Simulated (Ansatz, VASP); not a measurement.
## Two plane-wave programs on Sr

File INCAR:

```
SYSTEM = Sr
ALGO     = Normal         ! electronic algorithm
EDIFF    = 1E-6           ! SCF threshold, eV
ENCUT    = 520            ! plane-wave cutoff, eV
GGA      = PS             ! functional
ISIF     = 2              ! what is computed and relaxed
ISMEAR   = 0              ! smearing method
LASPH    = .True.         ! aspherical terms in the spheres
LCHARG   = .False.        ! write CHGCAR
LREAL    = .False.        ! projectors in reciprocal space
LWAVE    = .False.        ! write WAVECAR
NBANDS   = 11             ! bands
NELM     = 100            ! most SCF steps
PREC     = Accurate       ! precision mode
SIGMA    = 0.03           ! smearing width, eV
```

KPOINTS

```
k-points
0
Gamma
  10 10 10
  0 0 0
```

Contents of POSCAR:

```
Sr
1.0
    0.0000000000      2.9206560000      3.2857380000
    2.9206560000      0.0000000000      3.2857380000
    2.9206560000      2.9206560000      0.0000000000
Sr
1
Direct
    0.0000000000      0.0000000000      0.0000000000
```

Input for Ansatz:

```yaml
crystal:
  lattice:
    - [0.0, 2.920656, 3.285738]
    - [2.920656, 0.0, 3.285738]
    - [2.920656, 2.920656, 0.0]
  atoms:
    - { symbol: Sr, position: [0.0, 0.0, 0.0] }
basis:
  ecutwfc: 420
kpoints:
  mp_grid: { grid: [10, 10, 10] }
hamiltonian:
  xc: pbesol
scf:
  occupations: { method: gaussian, width: 0.03 }
output:
  forces: true
  stress: true
  eigenvalues: true
```

Change from the starting cell: strain -0.040 along x and y, +0.080 along z, atoms carried along.

Alike in both runs: task single point; functional PBEsol; k mesh 10 × 10 × 10; occupations gaussian, width 0.03 eV; no spin polarisation.

```csv
,VASP,Ansatz
version,VASP 6.6.1,Ansatz 0.2.0
potentials or method,"VASP PAW PBE potentials, release 64 (Sr_sv)","scalar-relativistic, plane waves, PAW"
plane-wave cutoff (eV),520,420
valence electrons in the cell,10,10
```

|  | VASP | Ansatz | Ansatz less VASP |
| --- | --- | --- | --- |
| gap on the k mesh at the Fermi level (eV) | none | none | - |
| pressure (GPa) | -0.9 | -0.9 | -0.01 |
| largest component of the traceless stress (GPa) | 0.59 | 0.59 | +0.002 |

A gap of «none» marks a metal or a gap that the smearing closes. With one functional, cell and mesh, what is left measures potentials, basis and numerics.

Caveats: the PAW data sets were made with another functional, which shifts forces and pressure a little (VASP).
